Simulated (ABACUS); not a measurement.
# SnSe (Fm-3m) in ABACUS: further runs, part 2 of 2

ABACUS 3.10.1. The steps go on from the part before.

## 4. Relaxation of cell and atoms, PBE, target pressure 10 GPa, at which the enthalpy is minimised

run_abacus.py

```python
"""ABACUS run from a structure file: ASE reads it, the script writes STRU, KPT and INPUT."""
import re
import subprocess
from ase.io import read
from ase.units import Bohr

atoms = read("POSCAR")
atoms = atoms[(-atoms.numbers).argsort(kind="stable")]  # ABACUS lists atoms element by element
pseudo = {'Sn': 'Sn.upf', 'Se': 'Se.upf'}
orbital = {}
magmoms = None
kmesh = [6, 6, 6]
params = {
    'suffix': 'SnSe',
    'calculation': 'cell-relax',
    'basis_type': 'pw',
    'pseudo_dir': './',
    'symmetry': 1,
    'dft_functional': 'pbe',
    'ecutwfc': 87,
    'pseudo_rcut': 7,
    'nspin': 1,
    'nbands': 19,
    'ks_solver': 'dav',
    'smearing_method': 'fd',
    'smearing_sigma': 0.00367493,
    'scf_thr': 1e-08,
    'scf_nmax': 100,
    'mixing_type': 'broyden',
    'mixing_beta': 0.7,
    'cal_force': 1,
    'cal_stress': 1,
    'relax_nmax': 60,
    'force_thr_ev': 0.01,
    'relax_method': 'cg',
    'out_stru': 1,
    'stress_thr': 0.2,
    'press1': 100,
    'press2': 100,
    'press3': 100,
    'kpar': 4,
}

symbols = atoms.get_chemical_symbols()
elements = list(dict.fromkeys(symbols))
lines = ["ATOMIC_SPECIES"] + [f"{e} {atoms.get_masses()[symbols.index(e)]:.4f} {pseudo[e]}" for e in elements]
if orbital:
    lines += ["", "NUMERICAL_ORBITAL"] + [orbital[e] for e in elements]
lines += ["", "LATTICE_CONSTANT", f"{1 / Bohr:.10f}", "", "LATTICE_VECTORS"]
lines += [" ".join(f"{x:.10f}" for x in v) for v in atoms.cell]
lines += ["", "ATOMIC_POSITIONS", "Direct"]
for e in elements:
    lines += ["", e, "0.0", str(symbols.count(e))]
    for i, p in enumerate(atoms.get_scaled_positions(wrap=False)):
        if symbols[i] == e:
            mag = "" if magmoms is None else " mag " + " ".join(str(x) for x in (magmoms[i] if isinstance(magmoms[i], list) else [magmoms[i]]))
            lines.append(" ".join(f"{x:.10f}" for x in p) + " 1 1 1" + mag)
open("STRU", "w").write("\n".join(lines) + "\n")
open("KPT", "w").write("K_POINTS\n0\nGamma\n%d %d %d 0 0 0\n" % tuple(kmesh))
open("INPUT", "w").write("INPUT_PARAMETERS\n" + "".join(f"{k:<20s}{v}\n" for k, v in params.items()))

done = subprocess.run(['mpirun', '-np', '4', 'abacus'])
if done.returncode:
    raise SystemExit(done.returncode)
log = open("OUT.SnSe/running_cell-relax.log").read()
print("final energy (eV):", re.findall(r"FINAL_ETOT_IS (\S+)", log))
```

POSCAR

```
SnSe
1.0
    0.0000000000      3.0100000000      3.0100000000
    3.0100000000      0.0000000000      3.0100000000
    3.0100000000      3.0100000000      0.0000000000
Sn Se
1 1
Direct
    0.0000000000      0.0000000000      0.0000000000
    0.5000000000      0.5000000000      0.5000000000
```

Potentials or basis: PseudoDojo NC SR 0.4.1 PBE standard, plane waves.

On the command line:

```
OMP_NUM_THREADS=1 python run_abacus.py > log
```

running log:

```text
ABACUS v3.10.1

               Atomic-orbital Based Ab-initio Computation at UStc

 ------------------------------------------------------------------------------------

 READING GENERAL INFORMATION
                           global_out_dir = OUT.SnSe/
                           global_in_card = INPUT
                               pseudo_dir = ./
                              orbital_dir =
                                    DSIZE = 4
                                    GSIZE = 1

 READING UNITCELL INFORMATION
                                    ntype = 2
                  lattice constant (Bohr) = 1.88973
              lattice constant (Angstrom) = 1

 READING ATOM TYPE 1
                               atom label = Sn
                      L=0, number of zeta = 1
                      L=1, number of zeta = 1
                      L=2, number of zeta = 1
             number of atom for this type = 1

 READING ATOM TYPE 2
                               atom label = Se
                      L=0, number of zeta = 1
                      L=1, number of zeta = 1
[... 193 lines left out ...]
 projector 3 L=1
 projector 4 L=1
 projector 5 L=2
 projector 6 L=2
 Se non-local projectors:
 projector 1 L=0
 projector 2 L=0
 projector 3 L=1
 projector 4 L=1
 projector 5 L=2
 projector 6 L=2
      TOTAL NUMBER OF NONLOCAL PROJECTORS = 36

 Init Non-Local PseudoPotential table :
 Init Non-Local-Pseudopotential done.

                                     npwx = 5084

 Make real space PAO into reciprocal space.
       max mesh points in Pseudopotential = 701
     dq(describe PAO in reciprocal space) = 0.01
                                    max q = 1873

 number of pseudo atomic orbitals for Sn is 3
WARNING: norm of atomic wavefunction # 2 of atomic type Sn is 0.999783, renormalized
WARNING: norm of atomic wavefunction # 3 of atomic type Sn is 0.992073, renormalized

 number of pseudo atomic orbitals for Se is 3
WARNING: norm of atomic wavefunction # 2 of atomic type Se is 0.999994, renormalized
WARNING: norm of atomic wavefunction # 3 of atomic type Se is 0.99943, renormalized

 -------------------------------------------
 STEP OF RELAXATION : 1
 -------------------------------------------
                                 init_chg = atomic

 PW ALGORITHM --------------- ION=   1  ELEC=   1--------------------------------

 Notice: Threshold on eigenvalues was too large.
 hsover_error=0.3 > DRHO=0.0538838
 Origin diag ethr = 0.01
 New diag ethr = 0.000179613
[... 2934 lines left out ...]
 Largest gradient in stress is 0.029594 kbar.
 Threshold is 0.200000 kbar.

 Relaxation is converged!

 --------------------------------------------
 !FINAL_ETOT_IS -5444.1547631940902647 eV
 --------------------------------------------
```

INPUT:

```text
INPUT_PARAMETERS
suffix              SnSe
calculation         cell-relax
basis_type          pw
pseudo_dir          ./
symmetry            1
dft_functional      pbe
ecutwfc             87
pseudo_rcut         7
nspin               1
nbands              19
ks_solver           dav
smearing_method     fd
smearing_sigma      0.00367493
scf_thr             1e-08
scf_nmax            100
mixing_type         broyden
mixing_beta         0.7
cal_force           1
cal_stress          1
relax_nmax          60
force_thr_ev        0.01
relax_method        cg
out_stru            1
stress_thr          0.2
press1              100
press2              100
press3              100
kpar                4
```

It took 69 s on 4 MPI ranks of Intel Xeon 6975P-C (Granite Rapids), shared host; peak memory 0.44 GiB.

What came out:

```
Free energy                                            : -5444.1548 eV
Relaxed volume                                         : 23.83 Å³/atom
Relaxed cell                                           : a = 4.070 Å, b = 4.070 Å, c = 4.070 Å, α = 60.00°, β = 60.00°, γ = 60.00°
Space group after relaxing (to 0.05 Å)                 : Fm-3m (No. 225)
Energy change on relaxing (the enthalpy is what falls) : +102.4 meV/atom
Ionic steps                                            : 32
Pressure after relaxing                                : 10.0 GPa
Band gap on the k mesh                                 : 1.23 eV, indirect (least direct gap 1.24 eV)
```

The path:
| step | energy change (eV) | largest force (eV/Å) | pressure (GPa) | volume (Å³) |
| --- | --- | --- | --- | --- |
| 1 | 0.0000 | 0.0000 | 0.62 | 54.54 |
| 2 | 0.7202 | 0.0000 | 23.10 | 42.49 |
| 3 | 0.1560 | 0.0000 | 8.49 | 48.52 |
| 4 | 0.1975 | 0.0000 | 9.78 | 47.79 |
| 5 | 0.1978 | 0.0000 | 9.79 | 47.78 |
| 6 | 0.1986 | 0.0000 | 9.81 | 47.77 |
| 7 | 0.1986 | 0.0000 | 9.82 | 47.77 |
| 8 | 0.1987 | 0.0000 | 9.81 | 47.77 |
| 9 | 0.1987 | 0.0000 | 9.81 | 47.77 |
| 10 | 0.1987 | 0.0000 | 9.81 | 47.77 |
| 11 | 0.1987 | 0.0000 | 9.82 | 47.77 |
| 12 | 0.1988 | 0.0000 | 9.82 | 47.77 |
| 13 | 0.1989 | 0.0000 | 9.81 | 47.77 |
| 14 | 0.1990 | 0.0000 | 9.81 | 47.76 |
| 15 | 0.1990 | 0.0000 | 9.82 | 47.76 |
| 16 | 0.1992 | 0.0000 | 9.83 | 47.76 |
| 17 | 0.1992 | 0.0000 | 9.83 | 47.76 |
| 18 | 0.1995 | 0.0000 | 9.83 | 47.76 |
| 19 | 0.1996 | 0.0000 | 9.84 | 47.75 |
| 20 | 0.1999 | 0.0000 | 9.85 | 47.75 |
| 21 | 0.2001 | 0.0000 | 9.86 | 47.75 |
| 22 | 0.2005 | 0.0000 | 9.86 | 47.74 |
| 23 | 0.2007 | 0.0000 | 9.87 | 47.74 |
| 24 | 0.2013 | 0.0000 | 9.90 | 47.73 |
| 25 | 0.2016 | 0.0000 | 9.90 | 47.72 |
| 26 | 0.2022 | 0.0000 | 9.92 | 47.71 |
| 27 | 0.2025 | 0.0000 | 9.93 | 47.71 |
| 28 | 0.2035 | 0.0000 | 9.96 | 47.69 |
| 29 | 0.2036 | 0.0000 | 9.96 | 47.69 |
| 30 | 0.2040 | 0.0000 | 9.97 | 47.68 |
| 31 | 0.2042 | 0.0000 | 9.97 | 47.68 |
| 32 | 0.2048 | 0.0000 | 10.00 | 47.67 |

Final structure:
```yaml
crystal:
  lattice:
    - [0.00000, 2.87786, 2.87786]
    - [2.87786, 0.00000, 2.87786]
    - [2.87786, 2.87786, 0.00000]
  atoms:
    - { symbol: Sn, position: [0.00000, 0.00000, 0.00000] }
    - { symbol: Se, position: [0.50000, 0.50000, 0.50000] }
```

Caveat: spin-orbit coupling is left out, which moves the levels of the heavy elements. A k mesh can miss the band edges.

## 5. Relaxation of cell and atoms, PBE, target pressure 20 GPa, at which the enthalpy is minimised

Changes to run_abacus.py since step 4:

```diff
@@ -37,5 +37,5 @@
     'stress_thr': 0.2,
-    'press1': 100,
-    'press2': 100,
-    'press3': 100,
+    'press1': 200,
+    'press2': 200,
+    'press3': 200,
     'kpar': 4,
```

POSCAR is that of step 4.

Potentials or basis: PseudoDojo NC SR 0.4.1 PBE standard, plane waves.

On the command line:

```
OMP_NUM_THREADS=1 python run_abacus.py > log
```

running log:

```text
ABACUS v3.10.1

               Atomic-orbital Based Ab-initio Computation at UStc

 ------------------------------------------------------------------------------------

 READING GENERAL INFORMATION
                           global_out_dir = OUT.SnSe/
                           global_in_card = INPUT
                               pseudo_dir = ./
                              orbital_dir =
                                    DSIZE = 4
                                    GSIZE = 1

 READING UNITCELL INFORMATION
                                    ntype = 2
                  lattice constant (Bohr) = 1.88973
              lattice constant (Angstrom) = 1

 READING ATOM TYPE 1
                               atom label = Sn
                      L=0, number of zeta = 1
                      L=1, number of zeta = 1
                      L=2, number of zeta = 1
             number of atom for this type = 1

[... 232 lines left out ...]

 PW ALGORITHM --------------- ION=   1  ELEC=   1--------------------------------

 Notice: Threshold on eigenvalues was too large.
 hsover_error=0.3 > DRHO=0.0538838
 Origin diag ethr = 0.01
 New diag ethr = 0.000179613
[... 391 lines left out ...]
 Largest gradient in stress is 20.394841 kbar.
 Threshold is 0.200000 kbar.

 Relaxation is not converged yet!
Too many Brent steps, let's do next CG step
DIRECT COORDINATES
    atom                   x                   y                   z     mag                  vx                  vy                  vz
taud_Sn1            0.0000000000        0.0000000000        0.0000000000  0.0000        0.0000000000        0.0000000000        0.0000000000
taud_Se1            0.5000000000        0.5000000000        0.5000000000  0.0000        0.0000000000        0.0000000000        0.0000000000

                          Volume (Bohr^3) = 253.954289
                             Volume (A^3) = 37.632098
[... 353 lines left out ...]
 Largest gradient in stress is 154.462412 kbar.
 Threshold is 0.200000 kbar.

 Relaxation is not converged yet!
Too many Brent steps, let's do next CG step
DIRECT COORDINATES
    atom                   x                   y                   z     mag                  vx                  vy                  vz
taud_Sn1            0.0000000000        0.0000000000        0.0000000000  0.0000        0.0000000000        0.0000000000        0.0000000000
taud_Se1            0.5000000000        0.5000000000        0.5000000000  0.0000        0.0000000000        0.0000000000        0.0000000000

                          Volume (Bohr^3) = 344.640210
                             Volume (A^3) = 51.070349
[... 2427 lines left out ...]
 Largest gradient in stress is 0.140188 kbar.
 Threshold is 0.200000 kbar.

 Relaxation is converged!

 --------------------------------------------
 !FINAL_ETOT_IS -5443.7722025785278674 eV
 --------------------------------------------
```

INPUT:

```text
INPUT_PARAMETERS
suffix              SnSe
calculation         cell-relax
basis_type          pw
pseudo_dir          ./
symmetry            1
dft_functional      pbe
ecutwfc             87
pseudo_rcut         7
nspin               1
nbands              19
ks_solver           dav
smearing_method     fd
smearing_sigma      0.00367493
scf_thr             1e-08
scf_nmax            100
mixing_type         broyden
mixing_beta         0.7
cal_force           1
cal_stress          1
relax_nmax          60
force_thr_ev        0.01
relax_method        cg
out_stru            1
stress_thr          0.2
press1              200
press2              200
press3              200
kpar                4
```

STRU:

```text
ATOMIC_SPECIES
Sn 118.7100 Sn.upf
Se 78.9710 Se.upf

LATTICE_CONSTANT
1.8897261258

LATTICE_VECTORS
0.0000000000 3.0100000000 3.0100000000
3.0100000000 0.0000000000 3.0100000000
3.0100000000 3.0100000000 0.0000000000

ATOMIC_POSITIONS
Direct

Sn
0.0
1
0.0000000000 0.0000000000 -0.0000000000 1 1 1

Se
0.0
1
0.5000000000 0.5000000000 0.5000000000 1 1 1
```

It took 98 s on 4 MPI ranks of Intel Xeon 6975P-C (Granite Rapids), shared host; peak memory 0.44 GiB.

Results:

* Free energy: -5443.7722 eV
* Relaxed volume: 21.74 Å³/atom
* Relaxed cell: a = 3.947 Å, b = 3.947 Å, c = 3.947 Å, α = 60.00°, β = 60.00°, γ = 60.00°
* Space group after relaxing (to 0.05 Å): Fm-3m (No. 225)
* Energy change on relaxing (the enthalpy is what falls): +293.7 meV/atom
* Ionic steps: 36
* Pressure after relaxing: 20.0 GPa
* Band gap on the k mesh: 0.88 eV, indirect (least direct gap 1.23 eV)

The path:
```
step  energy change (eV)  largest force (eV/Å)  pressure (GPa)  volume (Å³)
   1              0.0000                0.0000            0.62        54.54
   2              4.0426                0.0000           90.04        31.76
   3              0.3020                0.0000           12.79        46.30
   4              0.5031                0.0000           17.96        44.19
   5              1.7114                0.0000           43.73        37.63
   6              0.0003                0.0000            0.69        54.46
   7              0.0537                0.0000            4.56        51.07
   8              0.0537                0.0000            4.55        51.07
   9              0.0537                0.0000            4.57        51.07
  10              2.2595                0.0000           53.92        35.82
  11              0.4544                0.0000           16.77        44.64
  12              0.5673                0.0000           19.51        43.64
  13              0.5684                0.0000           19.55        43.63
  14              0.5719                0.0000           19.61        43.60
  15              0.5720                0.0000           19.62        43.60
  16              0.5722                0.0000           19.63        43.60
  17              0.5723                0.0000           19.64        43.60
  18              0.5726                0.0000           19.64        43.60
  19              0.5727                0.0000           19.64        43.60
  20              0.5731                0.0000           19.65        43.59
  21              0.5733                0.0000           19.66        43.59
  22              0.5739                0.0000           19.68        43.59
  23              0.5742                0.0000           19.68        43.58
  24              0.5751                0.0000           19.70        43.58
  25              0.5756                0.0000           19.72        43.57
  26              0.5769                0.0000           19.75        43.56
  27              0.5774                0.0000           19.76        43.56
  28              0.5791                0.0000           19.79        43.55
  29              0.5798                0.0000           19.81        43.54
  30              0.5819                0.0000           19.86        43.52
  31              0.5826                0.0000           19.88        43.52
  32              0.5845                0.0000           19.93        43.50
  33              0.5850                0.0000           19.93        43.50
  34              0.5864                0.0000           19.97        43.49
  35              0.5867                0.0000           19.97        43.48
  36              0.5874                0.0000           20.01        43.48
```

Final structure:
```yaml
crystal:
  lattice:
    - [0.00000, 2.79093, 2.79093]
    - [2.79093, 0.00000, 2.79093]
    - [2.79093, 2.79093, 0.00000]
  atoms:
    - { symbol: Sn, position: [0.00000, 0.00000, 0.00000] }
    - { symbol: Se, position: [0.50000, 0.50000, 0.50000] }
```

Caveat: the volume moved by over 15 % at a fixed basis, so the end points are rough; spin-orbit coupling is left out, which moves the levels of the heavy elements. A k mesh can miss the band edges.

## 6. Relaxation of cell and atoms, PBE, target pressure 30 GPa, at which the enthalpy is minimised

Changes to run_abacus.py since step 5:

```diff
@@ -37,5 +37,5 @@
     'stress_thr': 0.2,
-    'press1': 200,
-    'press2': 200,
-    'press3': 200,
+    'press1': 300,
+    'press2': 300,
+    'press3': 300,
     'kpar': 4,
```

POSCAR is that of step 5.

Potentials or basis: PseudoDojo NC SR 0.4.1 PBE standard, plane waves.

On the command line:

```
OMP_NUM_THREADS=1 python run_abacus.py > log
```

It took 2.4 min on 4 MPI ranks of Intel Xeon 6975P-C (Granite Rapids), shared host; peak memory 0.44 GiB.

The run converged. Its results:

* Free energy: -5443.3307 eV
* Relaxed volume: 20.31 Å³/atom
* Relaxed cell: a = 3.858 Å, b = 3.858 Å, c = 3.858 Å, α = 60.00°, β = 60.00°, γ = 60.00°
* Space group after relaxing (to 0.05 Å): Fm-3m (No. 225)
* Energy change on relaxing (the enthalpy is what falls): +514.4 meV/atom
* Ionic steps: 55
* Pressure after relaxing: 30.0 GPa
* Band gap on the k mesh: 0.53 eV, indirect (least direct gap 1.00 eV)

The path:
| step | energy change (eV) | largest force (eV/Å) | pressure (GPa) | volume (Å³) |
| --- | --- | --- | --- | --- |
| 1 | 0.0000 | 0.0000 | 0.62 | 54.54 |
| 3 | 0.1478 | 0.0000 | 8.19 | 48.68 |
| 5 | 3.6960 | 0.0000 | 82.76 | 32.40 |
| 7 | 0.0420 | 0.0000 | 3.99 | 51.51 |
| 9 | 0.0420 | 0.0000 | 3.97 | 51.51 |
| 11 | 0.6431 | 0.0000 | 21.31 | 43.05 |
| 13 | 2.3989 | 0.0000 | 56.74 | 35.42 |
| 15 | 0.2911 | 0.0000 | 12.48 | 46.44 |
| 17 | 0.2911 | 0.0000 | 12.48 | 46.44 |
| 19 | 0.9278 | 0.0000 | 27.76 | 41.18 |
| 21 | 1.0223 | 0.0000 | 29.83 | 40.65 |
| 23 | 1.0227 | 0.0000 | 29.84 | 40.65 |
| 25 | 1.0227 | 0.0000 | 29.84 | 40.65 |
| 27 | 1.0228 | 0.0000 | 29.84 | 40.65 |
| 29 | 1.0228 | 0.0000 | 29.85 | 40.65 |
| 31 | 1.0228 | 0.0000 | 29.84 | 40.65 |
| 33 | 1.0229 | 0.0000 | 29.84 | 40.65 |
| 35 | 1.0229 | 0.0000 | 29.84 | 40.65 |
| 37 | 1.0230 | 0.0000 | 29.84 | 40.65 |
| 39 | 1.0232 | 0.0000 | 29.84 | 40.65 |
| 41 | 1.0234 | 0.0000 | 29.84 | 40.65 |
| 43 | 1.0237 | 0.0000 | 29.86 | 40.65 |
| 45 | 1.0241 | 0.0000 | 29.87 | 40.64 |
| 47 | 1.0247 | 0.0000 | 29.89 | 40.64 |
| 49 | 1.0255 | 0.0000 | 29.90 | 40.64 |
| 51 | 1.0265 | 0.0000 | 29.93 | 40.63 |
| 53 | 1.0278 | 0.0000 | 29.95 | 40.62 |
| 55 | 1.0289 | 0.0000 | 29.98 | 40.62 |

Final structure:
```
Sn Se
1.0
     0.00000    2.72831    2.72831
     2.72831    0.00000    2.72831
     2.72831    2.72831    0.00000
Sn Se
1 1
Cartesian
  0.0000 0.0000 0.0000
  2.7283 2.7283 2.7283
```

Levels at points of the mesh, in eV from the valence-band top:
```csv
k point,band 11,band 12,band 13,band 14,band 15,band 16,band 17,band 18
"(0.00, 0.00, 0.00)",-16.71,-4.24,-3.52,-3.52,-3.52,5.04,5.09,5.09
"(0.50, 0.50, 0.50)",-14.99,-10.36,-3.17,-3.17,-0.67,0.53,0.53,1.54
"(0.50, 0.50, 0.00)",-14.27,-8.22,-6.56,-5.63,-5.63,1.47,6.80,6.80
```

Caveat: the volume moved by over 15 % at a fixed basis, so the end points are rough; spin-orbit coupling is left out, which moves the levels of the heavy elements. A k mesh can miss the band edges.

## 7. Overview

| cell | gap on the mesh (eV) | pressure (GPa) |
| --- | --- | --- |
| relaxed | 0.52 | 0.0 |
| relaxed to 5 GPa | 0.91 | 5.0 |
| relaxed to 10 GPa | 1.23 | 10.0 |
| relaxed to 20 GPa | 0.88 | 20.0 |
| relaxed to 30 GPa | 0.53 | 30.0 |

Alike in all rows: task relaxation of cell and atoms; level PBE; potentials or basis PseudoDojo NC SR 0.4.1 PBE standard, plane waves; no spin polarisation; k mesh 6 × 6 × 6; cutoff (eV) 1184; smearing fermi-dirac 0.05 eV.

Caveats: spin-orbit coupling is left out, which moves the levels of the heavy elements; the volume moved by over 15 % at a fixed basis, so the end points are rough (some runs).

Total energies depend on the potentials used, so only differences within one code and one set of settings carry meaning.
